The natural unit of the Seebeck coefficient S is k/e, Boltzmann's constant over the elementary charge, about 86 µV/K. Lightly doped semiconductors reach several of these units, while good metals stay well below one. The table follows SiC between these regimes. Doping is given in 10¹⁸ carriers per cm³, negative for electrons and positive for holes, and means the net density of free carriers: dopant atoms that hold on to theirs don't count. S is the column Seebeck xx, and |S| is its size.

Transport in doped zincblende SiC (a = 4.357 Å), computed with Ansatz 0.2.0: PBEsol, plane-wave PAW, scalar-relativistic, cutoff 420 eV, 12×12×12 k mesh. Rigid bands are interpolated over the whole zone, with a constant relaxation time τ. Doping is positive for holes; the conductivity mass is ne²τ/σ, with carrier density n and conductivity σ.

```csv
temperature (K),doping (1e18 cm^-3),Seebeck xx (microV/K),conductivity mass 1 (m_e)
300,-1,-442,0.296
300,-10,-249,0.297
300,-100,-89.1,0.306
300,-1000,-21.5,0.358
300,1,640,0.682
300,10,442,0.682
300,100,247,0.686
300,1000,81.3,0.715
600,-1,-532,0.305
600,-10,-336,0.305
600,-100,-154,0.312
600,-1000,-42.8,0.360
600,1,721,0.707
600,10,522,0.707
600,100,325,0.709
600,1000,140,0.728
900,-1,-581,0.311
900,-10,-388,0.314
900,-100,-200,0.320
900,-1000,-63.7,0.364
900,1,743,0.712
900,10,569,0.726
900,100,372,0.728
900,1000,182,0.742
```

**(a) How should |S| respond to a tenfold rise in doping and to a doubling of the temperature, and when does the rule fail?**

*Solution.* S measures the energy that the current carries per charge, counted from the chemical potential and divided by temperature. In a dilute parabolic band with constant relaxation time, the current carriers have a mean energy of 5/2 kT above the band edge. The edge itself lies kT ln(N/n) from the chemical potential, where n is the carrier density and N the effective density of states, the number of states within thermal reach. Together this gives the Pisarenko relation:

|S| = (k/e) [5/2 + ln(N/n)], with N proportional to T^1.5.

Tenfold doping therefore costs (k/e) ln 10, or 198 µV/K, whatever the band mass. The 5/2 belongs to the constant relaxation time: another scattering law changes it (to 2 for acoustic phonons) and shifts |S|, but leaves this step alone. An ideal gas behaves alike: tenfold compression at fixed temperature removes k ln 10 of entropy per particle, whatever the gas.

For the temperature, take the electrons at doping −1. Going from 300 to 600 K adds 86 × 1.5 × ln 2 ≈ 90 µV/K to the 442 at 300 K, which makes 532. The table has the same value, in a row that was not used to set N.

The gas analogy ends when carriers compete for states. At heavy doping the chemical potential moves into the band, and only carriers near it take part in transport. Those above and below it carry heat of opposite sign, which largely cancels. At 300 K the last tenfold step for electrons, from −100 to −1000, is thus only 68 µV/K.

A formula that interpolates between the dilute and the crowded limit of a parabolic band, with N set for each carrier type by its 300 K row at doping 1, stays within 4 µV/K for all electron rows. At the heaviest electron doping it is still 6 to 7 % too low. There the conductivity mass has risen, at 300 K from 0.296 to 0.358 electron masses, which shows that the band is not parabolic. The extra states of such a band would raise |S|, in line with the misfit. The printed analysis gives the comparison row by row.

**(b) Why do holes have the larger |S| at equal doping?**

*Solution.* At 300 K, holes at doping +10 have the same |S| as electrons at −1, namely 442 µV/K. In the relation above this means that N is ten times larger for holes: about 1.4·10²⁰ against 1.4·10¹⁹ per cm³. With more states to spread over, the same number of holes is more dilute.

The conductivity masses alone would suggest a factor of only 3.5. That comparison needs equal numbers of bands on both sides, which holds here: the run puts the conduction minimum at X, with three equivalent valleys, and the valence maximum at Γ, where three bands meet without spin–orbit coupling. The threefold counts raise both N and cancel in the ratio, so the excess must lie in how the masses are averaged. Conductivity masses measure how easily carriers accelerate, and this cancels in S, which is a ratio of two currents. A likely reason for the difference is the shape of the valence bands: heavy bands and flat directions hold many states, while light bands and steep directions carry much of the current. The table contains no band shapes to test this guess, and the calculation omits spin–orbit coupling, which would alter the band top.

The hole bands are not simply parabolic either. The model overshoots by roughly 9 to 15 µV/K in the hot hole rows, apart from the one treated next, and by 8 µV/K at the heaviest hole doping at 300 K. Their conductivity mass rises too, yet the misfit has the opposite sign to that of the electrons, so a rising mass alone does not fix the sign. Read from S, their N grows more slowly than T^1.5. For dilute carriers the mean energy of the current is tied to this growth: in units of kT it is 1 plus the temperature exponent of N, less that of the conductivity mass. It is therefore expected to lie below 5/2 kT for holes, and the N read above with 5/2 is probably somewhat low.

**(c) At 900 K, going from +10 to +1 raises S by only 174 µV/K, and the mass dips. Why does the rule fail at the lightest doping?**

*Solution.* Heat lifts some electrons across the gap, and at light doping they are no longer negligible beside the holes. Their S has the opposite sign, so they pull the total down. The two Seebeck coefficients lie (k/e)(5 + gap/kT) apart. With the calculated gap of 1.24 eV, gap/kT is 16, and the distance is 86 × 21 ≈ 1800 µV/K.

The electrons carry about 1.1 % of the current, by an estimate from the gap and the 900 K rows at doping ±10. They should thus lower S by about 20 µV/K, from 569 + 198 = 767 to 747. The table has 743, so most of the shortfall is explained. A somewhat larger N for holes, as expected from (b), would mean more minority electrons and would move the estimate in the direction of the remainder. The added conductivity also lowers the apparent mass, to an estimated 0.715 against 0.712 in the table. The row at −1 shows the same effect more weakly, since heavier holes add little to the current of light electrons.

This irregularity belongs to the calculation rather than to real SiC. PBEsol makes the gap too small; the measured one is roughly 2.4 eV. That would cut the density of minority carriers by a factor of the order of a million, and the kink would vanish.

Output of the analysis:

```
Size of S in microV/K:
  row  doping  computed  dilute_law  with_degeneracy      miss  mass_change_percent
  300      -1       442       441.5            442.1   0.07783                    0
  300     -10       249       243.1            248.8   -0.2171               0.3378
  300    -100      89.1       44.65            89.32     0.222                3.378
  300   -1000      21.5      -153.8            19.94    -1.561                20.95
  300       1       640       639.9              640  0.007831                    0
  300      10       442       441.5            442.1    0.1166                    0
  300     100       247       243.1            248.8     1.819               0.5865
  300    1000      81.3       44.68            89.35     8.045                4.839
  600      -1       532       531.1            531.3   -0.7066                3.041
  600     -10       336       332.7            334.7    -1.271                3.041
  600    -100       154       134.2            152.9    -1.098                5.405
  600   -1000      42.8      -64.18            40.22    -2.582                21.62
  600       1       721       729.5            729.6     8.566                3.666
  600      10       522       531.1            531.3     9.332                3.666
  600     100       325       332.7            334.8     9.767                3.959
  600    1000       140       134.3            152.9     12.93                6.745
  900      -1       581       583.5            583.6     2.609                5.068
  900     -10       388       385.1            386.2    -1.796                6.081
  900    -100       200       186.7            197.3    -2.675                8.108
  900   -1000      63.7      -11.77            59.91     -3.79                22.97
  900       1       743         782              782     38.97                4.399
  900      10       569       583.5            583.6     14.65                6.452
  900     100       372       385.1            386.2     14.24                6.745
  900    1000       182       186.7            197.4     15.36                8.798
(k/e) ln 10, microV/K per decade: 198.4
effective density of states, electrons, 300 K, 1e18 cm^-3: 13.78
effective density of states, holes, 300 K, 1e18 cm^-3: 137.9
ratio of these, holes to electrons: 10
ratio expected from conductivity masses alone (power 1.5): 3.497
temperature exponent of density of states 300 to 900 K, electrons: 1.521
temperature exponent of density of states 300 to 900 K, holes: 1.345
computed S step from +10 to +1 at 900 K, microV/K: 174
two-carrier estimate of S at 900 K and +1, microV/K: 747.1
two-carrier estimate of mass at 900 K and +1, m_e: 0.7146
two-carrier estimate of size of S at 900 K and -1, microV/K: 582.2
two-carrier estimate of mass at 900 K and -1, m_e: 0.3118
share of minority electrons in the conductivity at 900 K and +1, percent: 1.098
```
